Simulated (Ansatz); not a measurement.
Crystal: PbS (Galena).

```
CELL_PARAMETERS angstrom
0.00000 2.96575 2.96575
2.96575 0.00000 2.96575
2.96575 2.96575 0.00000
ATOMIC_POSITIONS crystal
Pb 0.00000 0.00000 0.00000
S 0.50000 0.50000 0.50000
```

Program: Ansatz 0.2.0. Alike in all runs: potentials or basis Ansatz PAW; no spin polarisation; cell as given; k mesh 8 × 8 × 8. Hardware: 2 threads of Arm Neoverse V1, on a shared host.

Q: Order these runs on this cell by their wall time, lowest first.
A. task band structure; level PBEsol; cutoff (eV) 420; smearing gaussian 0.05 eV; points for each segment of the path 14
B. task atomic charges; level r2SCAN; cutoff (eV) 500; smearing gaussian 0.01 eV
C. task Born charges and dielectric tensor; level PBEsol; cutoff (eV) 420; smearing fixed

A: A (2.1 s), B (6 s), C (23 s).

Runs at the PBE level aren't shown here.
